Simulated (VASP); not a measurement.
Here is a VASP 6.6.1 calculation.

Contents of INCAR:

```
SYSTEM = GaN
PREC     = Accurate       ! precision mode
ENCUT    = 520            ! plane-wave cutoff, eV
EDIFF    = 1E-7           ! SCF threshold, eV
ISMEAR   = 0              ! smearing method
SIGMA    = 0.05           ! smearing width, eV
LREAL    = .FALSE.        ! projectors in reciprocal space
LASPH    = .TRUE.         ! aspherical terms in the spheres
NELM     = 60             ! most SCF steps
ALGO     = Normal         ! electronic algorithm
ISIF     = 2              ! what is computed and relaxed
LWAVE    = .FALSE.        ! write WAVECAR
LCHARG   = .FALSE.        ! write CHGCAR
GGA      = CA             ! functional
NBANDS   = 16             ! bands
```

KPOINTS

```
regular mesh
0
G
  10 10 10
  0 0 0
```

POSCAR

```
GaN
1.0
    0.0000000000      2.1408255771      2.1408255771
    2.1408255771      0.0000000000      2.1408255771
    2.1408255771      2.1408255771      0.0000000000
Ga N
1 1
Direct
    0.0000000000      0.0000000000      0.0000000000
    0.7500000000      0.7500000000      0.7500000000
```

Potentials or basis: VASP PAW LDA potentials, release 64 (Ga_d, N).

Command:

```bash
$ cat potpaw_LDA.64/Ga_d/POTCAR potpaw_LDA.64/N/POTCAR > POTCAR
$ mpirun -np 1 vasp_std > vasp.out
```

Question: What does it give for the pressure?

Answer: 33.0 GPa.

Question: Predict the band gap on the k mesh.

Answer: 2.74 eV, direct.

Caveat: so large a pressure means that the cell lies far from this level's equilibrium, or that cutoff or potentials fall short.
